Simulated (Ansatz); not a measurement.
Ansatz input file:

```yaml
crystal:
  lattice:
    - [4.8150948689, 0.0, 0.0]
    - [0.0, 4.8150948689, 0.0]
    - [0.0, 0.0, 4.8150948689]
  atoms:
    - { symbol: In, position: [0.0, 0.5, 0.5] }
    - { symbol: In, position: [0.5, 0.0, 0.5] }
    - { symbol: In, position: [0.5, 0.5, 0.0] }
    - { symbol: Se, position: [0.0, 0.0, 0.0] }
basis:
  ecutwfc: 420
kpoints:
  mp_grid: { grid: [10, 10, 10] }
hamiltonian:
  xc: pbe
scf:
  occupations: { method: gaussian, width: 0.1 }
output:
  forces: true
  stress: true
  eigenvalues: true
  populations: true
```

Command:
```bash
ansatz run input.yaml --threads 1 --pin off --max-ram 1331MiB --backend cpu --events-out ev --progress --plain --runs-dir out
```

These are results of DFT PBE, scalar-relativistic, plane waves, PAW (Ansatz 0.2.0), not measurements.

Abridged output (final results; tables in files aren't shown):

```
the search or the solves at the SCF's close seem to have found levels that the self-consistency loop had missed (the run counts 1). By its estimate they hold under 1e-12 electrons; where the run keeps them, the occupations were computed again with them
SCF 1 converged in 7 iterations: F = -22263.112641 eV  dr2 = 8.34e-8
SCF converged after 7 iterations
Free energy (F): -22263.112641 eV
Harris-Foulkes:  -22263.112641 eV  (|F-HF|=2.10e-8)
Internal energy: -22263.103074 eV  (E = F + TS)
E sigma→0 (E₀):  -22263.107858 eV
Entropy (-TS):   -0.009567 eV (-2.392 meV/atom)
Fermi energy:    8.817687 eV
--- Per-component energies (eV) ---
  E_band       = -495.478531
  E_kinetic    = 836.435433
  E_local      = -5792.871499  (includes V_loc(G=0)·N_el)
  E_nonlocal   = 502.644772
  E_hartree    = 2513.522502
  E_xc         = -751.465955
  E_vxc        = -396.576259  (∫ρ·V_xc dr)
  E_paw        = -14364.089570  (= ΣΔE_a)
  E_vpaw       = -672.138681  (= ΣTr[D̂ρ^β])
  E_aug_tail   = -0.000506  (compensation charges beyond the density's cutoff)
  E_ewald      = -5207.278252
  E_smearing   = -0.009567  (= −TS)
--- Forces (eV/Å), atoms counted from 1 ---
  atom   1  In     0.00000000     0.00000000     0.00000000
  atom   2  In     0.00000000     0.00000000     0.00000000
  atom   3  In     0.00000000     0.00000000     0.00000000
  atom   4  Se     0.00000000     0.00000000     0.00000000
--- Stress (GPa, compression-positive) ---
       -0.546797       0.000000       0.000000
        0.000000      -0.546797       0.000000
        0.000000       0.000000      -0.546797
  P = ⅓ Tr σ = -0.5468 GPa (-5.468 kbar)
--- Band table (eV; the first three rows and the last of 56) ---
  k-point 0: bands = ["-38.7042", "-38.7042", "-38.7042", "-38.7042", "-38.7042", "-5.9458", "-5.9436", "-5.9436", "-5.9436", "-5.8256", "-5.8256", "-5.6983", "-5.6983", "-5.6983", "-5.6281", "-5.6281", "-5.5814", "-5.5331", "-5.5331", "-5.5331", "-3.8752", "1.7181", "5.6275", "5.6275", "5.6275", "6.6068", "6.6068", "9.9685", "9.9685", "9.9685", "13.0218", "13.0218", "13.0218"]
  k-point 1: bands = ["-38.7042", "-38.7042", "-38.7042", "-38.7042", "-38.7042", "-5.9421", "-5.9377", "-5.9349", "-5.9349", "-5.8245", "-5.8199", "-5.6998", "-5.6990", "-5.6990", "-5.6335", "-5.6279", "-5.5862", "-5.5438", "-5.5438", "-5.5331", "-3.8597", "1.6953", "5.1822", "5.6840", "5.6840", "6.6462", "7.1230", "9.8916", "9.9045", "9.9045", "12.5620", "12.7958", "12.7958"]
  k-point 2: bands = ["-38.7042", "-38.7042", "-38.7042", "-38.7042", "-38.7042", "-5.9380", "-5.9147", "-5.9095", "-5.9095", "-5.8217", "-5.8039", "-5.7039", "-5.7012", "-5.7012", "-5.6497", "-5.6276", "-5.5997", "-5.5740", "-5.5740", "-5.5331", "-3.8179", "1.6268", "4.6056", "5.8450", "5.8450", "6.7576", "7.7656", "9.6838", "9.6838", "9.9325", "11.7420", "12.4809", "12.4809"]
  k-point 55: bands = ["-38.7042", "-38.7042", "-38.7042", "-38.7041", "-38.7041", "-5.9373", "-5.8561", "-5.8561", "-5.8561", "-5.8309", "-5.8309", "-5.8309", "-5.6649", "-5.6649", "-5.6649", "-5.6640", "-5.6640", "-5.5685", "-5.5685", "-5.5685", "-3.3181", "4.5110", "4.5110", "4.5110", "4.7418", "4.7418", "4.7418", "5.6809", "11.8250", "11.8250", "11.8250", "16.7314", "16.7568"]
--- Löwdin populations: 4 sites ---
  site symbol q [e]
     0     In     12.8924
     1     In     12.8924
     2     In     12.8924
     3     Se     16.2292
  spilling = 0.001705 (of n_electrons = 55.000000)
```

The calculation finished and met its thresholds.

Spin polarisation was left out, and a magnetic state may lie lower.